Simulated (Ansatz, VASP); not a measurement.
**AlRu in VASP and in Ansatz**

```
Al Ru
1.0
     3.00359    0.00000    0.00000
     0.00000    3.00359    0.00000
     0.00000    0.00000    3.00359
Al Ru
1 1
Direct
  0.50000 0.50000 0.50000
  0.00000 0.00000 0.00000
```

Change from the starting cell: species swapped into the ScCo type (Pm-3m, No. 221).

Alike in both runs: functional PBE; k mesh 6 × 6 × 6; occupations gaussian, width 0.1 eV; no spin polarisation.

Ansatz relaxed the structure, and its values are those at the end. VASP's run is a single point on that final structure, the one shown.

|  | VASP | Ansatz |
| --- | --- | --- |
| version | VASP 6.6.1 | Ansatz 0.2.0 |
| potentials or method | VASP PAW PBE potentials, release 64 (Al, Ru_pv) | scalar-relativistic, plane waves, PAW |
| plane-wave cutoff (eV) | 520 | 420 |
| valence electrons in the cell | 17 | 19 |

|  | VASP | Ansatz | Ansatz less VASP |
| --- | --- | --- | --- |
| gap on the k mesh at the Fermi level (eV) | none | none | - |
| pressure (GPa) | 0.0 | 0.0 | +0.03 |

A gap of «none» marks a metal or a gap that the smearing closes. The two sets of potentials don't hold the same shells in valence.
